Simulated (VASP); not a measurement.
# SnS2 in VASP: further runs

Aim: see how the results for SnS2 move with the level of theory and the settings. Levels: PBE+D3(BJ), LDA. Tasks: phonons.

Everything below comes from runs of VASP 6.6.1. Logs are shortened: lines on timing, memory, paths and dates and some standing lists are left out, and cuts for length are marked.

**1. The slab as given**

The cell holds a slab with vacuum, 6 atoms: a = 3.665 Å, b = 3.665 Å, c = 26.802 Å, α = 90.00°, β = 90.00°, γ = 120.00°.

**2. Phonons, PBE+D3(BJ)**

Contents of POSCAR:

```
SnS2
1.0
    3.6651273577      0.0000000000      0.0000000000
   -1.8325636788      3.1740933954      0.0000000000
    0.0000000000      0.0000000000     26.8020000000
  S               Sn
     4     2
Direct
     0.6666666699999979    0.3333333300000021    0.3361177794361155
     0.3333333300000021    0.6666666699999979    0.4466886234784506
     0.6666666699999979    0.3333333300000021    0.5533113765215494
     0.3333333300000021    0.6666666699999979    0.6638822205638846
     1.0000000000000000    0.0000000000000000    0.3914407276082821
     1.0000000000000000    0.0000000000000000    0.6085592723917178
```

Contents of INCAR.step1:

```
SYSTEM = SnS2
ALGO     = Normal         ! electronic algorithm
EDIFF    = 1E-8           ! SCF threshold, eV
EDIFFG   = -0.002         ! ionic threshold
ENCUT    = 600            ! plane-wave cutoff, eV
GGA      = PE             ! functional
IBRION   = 2              ! ionic algorithm
ISIF     = 2              ! what is computed and relaxed
ISMEAR   = 0              ! smearing method
IVDW     = 12             ! dispersion correction
KPAR     = 4            
LASPH    = .TRUE.         ! aspherical terms in the spheres
LATTICE_CONSTRAINTS= .TRUE. .TRUE. .FALSE.
LCHARG   = .FALSE.        ! write CHGCAR
LREAL    = .FALSE.        ! projectors in reciprocal space
LWAVE    = .FALSE.        ! write WAVECAR
NELM     = 80             ! most SCF steps
NSW      = 40             ! ionic steps
PREC     = Accurate       ! precision mode
SIGMA    = 0.03           ! smearing width, eV
```

Contents of INCAR.step2:

```
SYSTEM = SnS2
ALGO     = Normal         ! electronic algorithm
EDIFF    = 1E-8           ! SCF threshold, eV
ENCUT    = 600            ! plane-wave cutoff, eV
GGA      = PE             ! functional
IBRION   = 6              ! ionic algorithm
ISIF     = 2              ! what is computed and relaxed
ISMEAR   = 0              ! smearing method
IVDW     = 12             ! dispersion correction
KPAR     = 4            
LASPH    = .TRUE.         ! aspherical terms in the spheres
LATTICE_CONSTRAINTS= .TRUE. .TRUE. .FALSE.
LCHARG   = .FALSE.        ! write CHGCAR
LREAL    = .FALSE.        ! projectors in reciprocal space
LWAVE    = .FALSE.        ! write WAVECAR
NELM     = 80             ! most SCF steps
NFREE    = 2            
NSW      = 1              ! ionic steps
POTIM    = 0.015          ! step
PREC     = Accurate       ! precision mode
SIGMA    = 0.03           ! smearing width, eV
```

Contents of KPOINTS:

```
k-points
0
G
  12 12 1
  0 0 0
```

Potentials or basis: VASP PAW PBE potentials, release 64 (S, Sn_d).

Run with:

```
cat potpaw_PBE.64/S/POTCAR potpaw_PBE.64/Sn_d/POTCAR > POTCAR
cp INCAR.step1 INCAR
mpirun -np 4 vasp_std > vasp.out
cp CONTCAR POSCAR
cp INCAR.step2 INCAR
mpirun -np 4 vasp_std > vasp.out
```

OUTCAR:

```text
SYSTEM = SnS2
   EDIFF = 1E-8
   ENCUT = 600
   GGA = PE
   IBRION = 6
   ISIF = 2
   ISMEAR = 0
   IVDW = 12
   LASPH = .TRUE.
   LREAL = .FALSE.
   NELM = 80
   NFREE = 2
   NSW = 1
   POTIM = 0.015
   PREC = Accurate
 IVDW          = 12

 ion  position               nearest neighbor table
   1  0.667  0.333  0.336-   5 2.58   5 2.58   5 2.58
   2  0.333  0.667  0.447-   5 2.58   5 2.58   5 2.58
   3  0.667  0.333  0.553-   6 2.58   6 2.58   6 2.58
   4  0.333  0.667  0.664-   6 2.58   6 2.58   6 2.58
   5  0.000  0.000  0.391-   2 2.58   2 2.58   2 2.58   1 2.58   1 2.58   1 2.58
   6  0.000  0.000  0.609-   3 2.58   3 2.58   3 2.58   4 2.58   4 2.58   4 2.58

  LATTYP: Found a hexagonal cell.
 ALAT       =     3.6651273577
 C/A-ratio  =     7.3127063221

  Lattice vectors:

 A1 = (   3.6651273577,   0.0000000000,   0.0000000000)
 A2 = (  -1.8325636788,   3.1740933954,   0.0000000000)
 A3 = (   0.0000000000,   0.0000000000,  26.8020000000)

Analysis of symmetry for initial positions (statically):
=====================================================================
 Subroutine PRICEL returns:
 Original cell was already a primitive cell.

 Routine SETGRP: Setting up the symmetry group for a
 hexagonal supercell.

 Subroutine GETGRP returns: Found 12 space group operations
 (whereof 12 operations were pure point group operations)
 out of a pool of 24 trial point group operations.

The static configuration has the point symmetry D_3d.

Analysis of symmetry for dynamics (positions and initial velocities):
=====================================================================
 Subroutine PRICEL returns:
 Original cell was already a primitive cell.

 Routine SETGRP: Setting up the symmetry group for a
 hexagonal supercell.

 Subroutine GETGRP returns: Found 12 space group operations
 (whereof 12 operations were pure point group operations)
 out of a pool of 24 trial point group operations.

The dynamic configuration has the point symmetry D_3d.

 Subroutine INISYM returns: Found 12 space group operations
 (whereof 12 operations are pure point group operations),
 and found     1 'primitive' translations

----------------------------------------------------------------------------------------

                                     Primitive cell

  volume of cell :     311.7999

  direct lattice vectors                    reciprocal lattice vectors
     3.665127358  0.000000000  0.000000000     0.272841815  0.157525295  0.000000000
    -1.832563679  3.174093395  0.000000000     0.000000000  0.315050591  0.000000000
     0.000000000  0.000000000 26.802000000     0.000000000  0.000000000  0.037310648

  length of vectors
     3.665127358  3.665127354 26.802000000     0.315050591  0.315050591  0.037310648

  position of ions in fractional coordinates (direct lattice)
     0.666666670  0.333333330  0.336118559
     0.333333330  0.666666670  0.446680100
     0.666666670  0.333333330  0.553319900
     0.333333330  0.666666670  0.663881441
     0.000000000  0.000000000  0.391446382
     0.000000000  0.000000000  0.608553618

  ion indices of the primitive-cell ions
   primitive index   ion index
                 1           1
                 2           2
                 3           3
                 4           4
                 5           5
                 6           6

----------------------------------------------------------------------------------------

 KPOINTS: k-points

Automatic generation of k-mesh.
 Grid dimensions read from file:
 generate k-points for:   12   12    1

 Generating k-lattice:

  Cartesian coordinates                     Fractional coordinates (reciprocal lattice)
[... 48 lines left out ...]
   ISPIN  =      1    spin polarized calculation?
   LNONCOLLINEAR =      F non collinear calculations
   LSORBIT =      F    spin-orbit coupling
   LASPH  =      T    aspherical Exc in radial PAW
   ENCUT  =  600.0 eV  44.10 Ry    6.64 a.u.   7.32  7.32 53.53*2*pi/ulx,y,z
   NELM   =     80;   NELMIN=  2; NELMDL=  0     # of ELM steps
   EDIFF  = 0.1E-07   stopping-criterion for ELM
   LREAL  =      F    real-space projection
   EDIFFG = 0.1E-06   stopping-criterion for IOM
   NSW    =    109    number of steps for IOM
   IBRION =      6    ionic relax: 0-MD 1-quasi-New 2-CG
   NFREE  =      2    steps in history (QN), initial steepest desc. (CG)
   ISIF   =      2    stress and relaxation
   ISYM   =      2    0-nonsym 1-usesym 2-fastsym
   POTIM  = 0.0150    time-step for ionic-motion
   TEBEG  =    0.0;   TEEND  =   0.0 temperature during run
   PSTRESS=    0.0 pullay stress
   NELECT =      52.0000    total number of electrons
   NUPDOWN=      -1.0000    fix difference up-down
   EMIN   =  10.00;   EMAX   =-10.00  energy-range for DOS
   EFERMI =   0.00;   METHOD = LEGACY
   ISMEAR =     0;   SIGMA  =   0.03  broadening in eV -4-tet -1-fermi 0-gaus
   EFERMI_NEDOS =   21; number of points for ismear=-14 and -15
   IALGO  =     38    algorithm
   IMIX   =      4    mixing-type and parameters
     AMIX     =   0.40;   BMIX     =  1.00
     AMIX_MAG =   1.60;   BMIX_MAG =  1.00
  volume/ion in A,a.u.               =      51.97       350.69
  Fermi-wavevector in a.u.,A,eV,Ry     =   0.901123  1.702875 11.048233  0.812022
  Thomas-Fermi vector in A             =   2.024165
   LORBIT       =      0    0 simple, 1 ext, 2 COOP (PROOUT), +10 PAW based schemes
   GGA     = PE    functional components
   LHFCALC =     F    Hartree Fock is set to
   AEXX    =    0.0000 exact exchange contribution
   IVDW    =    12    specifies the selected vdW correction
   LEPSILON=     F    determine dielectric tensor
   LRPA    =     F    only Hartree local field effects (RPA)
 finite differences with symmetry
 non-spin polarized calculation
 Gauss-broadening in eV      SIGMA  =   0.03
  energy-cutoff  :      600.00
  volume of cell :      311.80
 maximum number of plane-waves:     10481
 NGX is ok and might be reduce to    30
   NGX = 15   NGY = 15   NGZ =107

--------------------------------------- Ionic step        1  -------------------------------------------

 number of electron      51.9999991 magnetization

 Free energy of the ion-electron system (eV)
  ---------------------------------------------------
  ext. energy  EPLUGINS =         0.00000000
  ---------------------------------------------------
  free energy    TOTEN  =       -26.36183716 eV

  energy without entropy =      -26.36183716  energy(sigma->0) =      -26.36183716

------------------------ aborting loop because EDIFF is reached ----------------------------------------

 Edisp (eV)   -1.66943

 E8    (eV) :    -0.7066
[... 117 lines left out ...]
  FREE ENERGIE OF THE ION-ELECTRON SYSTEM (eV)
  ---------------------------------------------------
  free  energy   TOTEN  =       -28.0308544512 eV

  energy  without entropy=      -28.0308544512  energy(sigma->0) =      -28.03085445

[... ionic steps 4 to 10 ...]

--------------------------------------- Ionic step       11  -------------------------------------------

 number of electron      51.9999993 magnetization

------------------------ aborting loop because EDIFF is reached ----------------------------------------
[... 83 lines left out ...]
--------------------------------------- Ionic step       13  -------------------------------------------

 number of electron      51.9999992 magnetization

 Free energy of the ion-electron system (eV)
  ---------------------------------------------------
  ext. energy  EPLUGINS =         0.00000000
  ---------------------------------------------------
  free energy    TOTEN  =       -26.36076838 eV

  energy without entropy =      -26.36076838  energy(sigma->0) =      -26.36076838

 E-fermi :  -1.5928     XC(G=0):  -4.5625

 val. band max:       -1.7848775514   @ k =   0.1667   0.0000   0.0000
 cond. band min:      -0.2764529729   @ k =   0.5000   0.0000   0.0000
 fundamental gap:      1.5084245785
 Fermi energy:        -1.5928305665

 k-point     1 :       0.0000    0.0000    0.0000
  band No.  band energies     occupation
      1     -22.6118      2.00000
      2     -22.6118      2.00000
      3     -22.5803      2.00000
      4     -22.5803      2.00000
      5     -22.5710      2.00000
      6     -22.5456      2.00000
[... 672 lines left out ...]
  FREE ENERGIE OF THE ION-ELECTRON SYSTEM (eV)
  ---------------------------------------------------
  free  energy   TOTEN  =       -28.0291794442 eV

  energy  without entropy=      -28.0291794442  energy(sigma->0) =      -28.02917944

 INTERNAL STRAIN TENSORS FROM DISPLACED ATOMS
 ============================================

 INTERNAL STRAIN TENSOR FOR ION    1 for displacements in x,y,z  (eV/Angst):
          X           Y           Z          XY          YZ          ZX
  --------------------------------------------------------------------------------
  x    -0.00000     0.00000     0.00000    -0.47284     0.00000     6.24474
  y    -0.47284     0.47284     0.00000     0.00000     6.24474     0.00000
  z     6.81198     6.81198    15.98684     0.00000     0.00000     0.00000

 INTERNAL STRAIN TENSOR FOR ION    6 for displacements in x,y,z  (eV/Angst):
          X           Y           Z          XY          YZ          ZX
  --------------------------------------------------------------------------------
  x     0.00000    -0.00000    -0.00000     0.09452     0.00000     0.03875
  y     0.09452    -0.09452     0.00000    -0.00000     0.03875     0.00000
  z    -0.10137    -0.10137    -0.04005    -0.00000     0.00000     0.00000

 Eigenvectors and eigenvalues of the dynamical matrix
 ----------------------------------------------------

   1 f  =   10.575927 THz    66.450511 2PiTHz  352.774962 cm-1    43.738501 meV
             X         Y         Z           dx          dy          dz
      1.832564  1.058031  9.008650     0.000000   -0.000000   -0.390734
     -0.000000  2.116062 11.971920    -0.000000   -0.000000   -0.420005
      1.832564  1.058031 14.830080     0.000000   -0.000000    0.420005
     -0.000000  2.116062 17.793350     0.000000   -0.000000    0.390734
      0.000000  0.000000 10.491546     0.000000    0.000000    0.413428
      0.000000  0.000000 16.310454    -0.000000    0.000000   -0.413428
[... 145 lines left out ...]
  18 f/i=    0.001645 THz     0.010333 2PiTHz    0.054857 cm-1     0.006801 meV
             X         Y         Z           dx          dy          dz
      1.832564  1.058031  9.008650    -0.000000   -0.000000    0.296074
     -0.000000  2.116062 11.971920    -0.000000   -0.000000    0.296044
      1.832564  1.058031 14.830080    -0.000000   -0.000000    0.296044
     -0.000000  2.116062 17.793350    -0.000000   -0.000000    0.296074
      0.000000  0.000000 10.491546    -0.000000   -0.000000    0.569823
      0.000000  0.000000 16.310454    -0.000000   -0.000000    0.569823

 ELASTIC MODULI CONTR FROM IONIC RELAXATION (kBar)
 Direction    XX          YY          ZZ          XY          YZ          ZX
 --------------------------------------------------------------------------------
 XX         -96.0274    -93.0917   -218.7675     -0.0000     16.8894      0.0000
 YY         -93.0917    -96.0274   -218.7675     -0.0000    -16.8894     -0.0000
 ZZ        -218.7675   -218.7675   -506.8372     -0.0000      0.0000     -0.0000
 XY          -0.0000     -0.0000     -0.0000     -1.4679     -0.0000     16.8894
 YZ          16.8894    -16.8894      0.0000     -0.0000   -198.0528     -0.0000
 ZX           0.0000     -0.0000     -0.0000     16.8894     -0.0000   -198.0526
 --------------------------------------------------------------------------------
```

Run time: 61 min. Hardware: 4 MPI ranks of AMD EPYC 7R43 (Zen 3), shared host; peak memory 1.2 GiB.

What came out:

```
Highest phonon frequency at Γ, LO-TO splitting left out : 353 cm⁻¹
Dispersion energy per atom                              : -0.278 eV
```

Phonon frequencies in cm⁻¹ (negative: imaginary):
| q point | frequencies |
| --- | --- |
| (0.000, 0.000, 0.000) | 0 0 0 19 19 32 190 190 194 194 200 200 209 209 302 305 349 353 |

(Part 1 of 2 ends here.)
